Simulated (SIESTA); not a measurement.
Runs of SIESTA 5.4.2 on SiC (Moissanite). Symmetry: P6_3mc, No. 186, hexagonal system. Conventional cell: a = 3.076 Å, b = 3.076 Å, c = 5.048 Å, α = 90.00°, β = 90.00°, γ = 120.00°. Around Si (site symmetry 3m) lie 4 C at 1.87 to 1.94 Å. C (site symmetry 3m) is surrounded by 4 Si at 1.87 to 1.94 Å. 

```tsv
task	level	potentials or basis	energy shift	gap on the mesh (eV)	pressure (GPa)	V0 of scaled cells (Å³/atom)	B0 (GPa)	largest force (eV/Å)
equation of state	APBE	PseudoDojo 0.4 standard (PBE files), DZP (energy shift 0.002 Ry)	0.002 Ry	-	-	10.71	208	-
equation of state	PBEGcGxHEG	PseudoDojo 0.4 standard (PBE files), DZP (energy shift 0.002 Ry)	0.002 Ry	-	-	10.48	223	-
band structure	PBE	PseudoDojo 0.4 standard (PBE files), DZ (energy shift 0.01 Ry)	0.01 Ry	3.01	21.9	-	-	0.95
band structure	PBE	PseudoDojo 0.4 standard (PBE files), TZ (energy shift 0.002 Ry)	0.002 Ry	3.04	13.6	-	-	1.00
band structure	vdW-DF-cx	PseudoDojo 0.4 standard (PBE files), DZP (energy shift 0.003 Ry)	0.003 Ry	2.38	5.5	-	-	0.85
band structure	RPBE	PseudoDojo 0.4 standard (PBE files), DZP (energy shift 0.002 Ry)	0.002 Ry	2.53	(a)	-	-	0.85
band structure	AM05	PseudoDojo 0.4 standard (PBEsol files), DZP (energy shift 0.003 Ry)	0.003 Ry	2.30	2.8	-	-	(b)
equation of state	WC	PseudoDojo 0.4 standard (PBEsol files), DZP (energy shift 0.002 Ry)	0.002 Ry	-	-	10.53	218	-
```

Alike in all rows: no spin polarisation; cell as given; k mesh 10 × 10 × 5; smearing fermi-dirac 0.05 eV; grid cutoff 500 Ry.

Question: Estimate the missing entries.

Answer: (a) 7.9; (b) 0.83.

Caveats: the basis of atomic orbitals isn't converged, which shifts pressures, moduli and gaps; the potentials were made for another functional, which shifts forces and pressure (some runs); the mesh misses the band edges, which the band path finds closer together (some runs); the cell was scaled at fixed shape and fractional positions, which overstates the stiffness of a crystal with free parameters, most of all of layers and chains (some runs); the basis has no polarisation orbitals (some runs); so large a pressure means that the cell lies far from this level's equilibrium, or that cutoff or potentials fall short (some runs).

Not every run made on this cell is shown here.
